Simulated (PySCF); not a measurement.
Computed and published core binding energies of acetone

Measured values to reproduce (core binding energies): C 1s of C1/C3 291.23 eV [1]; C 1s of C2 293.88 eV [1]; O 1s of O4 537.73 eV [1]. Sources and the comparison follow the method.

Acetone, C3H6O.
SMILES with atom numbers: `[CH3:1][C:2]([CH3:3])=[O:4]`

Method: delta-SCF UKS SCAN, pcX-2 on the ionised atom, pcseg-1 elsewhere, spin-free X2C in PySCF 2.14.0. Vertical ΔSCF values, vacuum level as zero.

```csv
atom,environment,level,this calculation (eV),reference (eV),difference (eV),source
C1/C3,methyl carbon next to a carbonyl,C 1s,291.15,291.23,-0.08,[1]
C2,ketone carbonyl carbon,C 1s,293.56,293.88,-0.32,[1]
O4,ketone oxygen,O 1s,537.71,537.73,-0.02,[1]
```

[1] measured, gas; CORE65 (Golze, Keller, Rinke, J. Phys. Chem. Lett. 2020, 11, 1840), as tabulated in Jana, Herbert, J. Chem. Phys. 2023, 158, 094111, SI

Question: How far is it from the measured entries?

Answer: Over the 3 different measured values (3 distinct lines) the mean signed difference is -0.14 eV, the mean unsigned one 0.14 eV and the largest 0.32 eV. The calculation is vertical and has no vibrational structure, and measured positions depend on the energy calibration.

Lowest listed C 1s: C1/C3, bonded to C and 3 H. Highest, 2.41 eV above it: C2, bonded to O (double bond) and 2 C. Summing the Pauling electronegativity differences to the bonded atoms, each weighted by its formal bond order, gives -1.05 for the lowest site and +1.78 for the highest.

The first atom of each set that the bonding makes equivalent was ionised and stands for the set. The unrestricted hole states depart most from a pure doublet (⟨S²⟩ = 0.75; over 0.85 named) for C 1s of C2 (0.85), which makes this value less certain. Isolated species at its PBE0-D3(BJ)/def2-SVP geometry, gas phase.
